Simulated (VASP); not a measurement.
Method: PBE GGA, VASP's PBE PAW potentials (set 64) (plane waves; VASP).

Gaps are without spin-orbit coupling.

| Property | Result |
|---|---|
| volume per atom | 10.10 Å³/atom |
| band gap (over mesh and band path) | 2.35 eV |
| smallest direct gap (over mesh and band path) | 2.58 eV |

### Question
Which relaxed crystal gives these values?
A. NaF, Fm-3m (225)
B. Ga2O3, R-3c (167)
C. BaF2, Fm-3m (225)
D. C, Fd-3m (227)

### Answer
B, Ga2O3, R-3c (167)
